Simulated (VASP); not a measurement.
A run of VASP 6.6.1 is set up as follows.

File INCAR:

```
SYSTEM = Ag
ALGO = Normal
CSHIFT = 0.05
EDIFF = 1E-7
ENCUT = 520
GGA = PE
GGA_COMPAT = .FALSE.
ISIF = 2
ISMEAR = -1
LASPH = .TRUE.
LCHARG = .FALSE.
LMAXMIX = 4
LOPTICS = .TRUE.
LORBIT = 11
LREAL = .FALSE.
LSORBIT = .TRUE.
LWAVE = .FALSE.
MAGMOM = 0 0 0
NBANDS = 75
NEDOS = 2000
NELM = 100
PREC = Accurate
SIGMA = 0.05
```

Contents of KPOINTS:

```
k-points
0
G
  16 16 16
  0 0 0
```

The input POSCAR:

```
Ag
1.0
    0.0000000000      2.0430000000      2.0430000000
    2.0430000000      0.0000000000      2.0430000000
    2.0430000000      2.0430000000      0.0000000000
Ag
1
Direct
    0.0000000000      0.0000000000      0.0000000000
```

Potentials or basis: VASP PAW PBE potentials, release 64 (Ag).

The run is started by

```sh
$ cat potpaw_PBE.64/Ag/POTCAR > POTCAR
$ mpirun -np 1 vasp_ncl > vasp.out
```

Task: Predict the net moment.

Result: 0.00 μB per cell.

Task: Estimate the pressure.

Result: 4.4 GPa.

Dielectric function (mean over the directions given):
| energy (eV) | real part | imaginary part |
| --- | --- | --- |
| 0.30 | 5.00 | 0.00 |
| 1.30 | 5.26 | 0.02 |
| 2.30 | 6.25 | 0.10 |
| 3.40 | 6.52 | 4.01 |
| 4.40 | 3.54 | 4.45 |
| 5.40 | 1.34 | 2.75 |
| 6.49 | 1.22 | 1.97 |
| 7.49 | 1.99 | 2.51 |
| 8.49 | 1.64 | 1.71 |
| 9.59 | 1.86 | 2.01 |
| 10.59 | 1.77 | 2.29 |
| 11.69 | 2.04 | 1.40 |
| 12.69 | 1.79 | 1.75 |
| 13.69 | 1.21 | 1.77 |
| 14.79 | 1.14 | 1.65 |
| 15.79 | 1.06 | 1.30 |
| 16.79 | 1.22 | 1.16 |
| 17.89 | 1.15 | 1.15 |
| 18.88 | 1.47 | 1.14 |
| 19.98 | 1.43 | 1.64 |

Caveat: independent-particle spectra lack excitons.
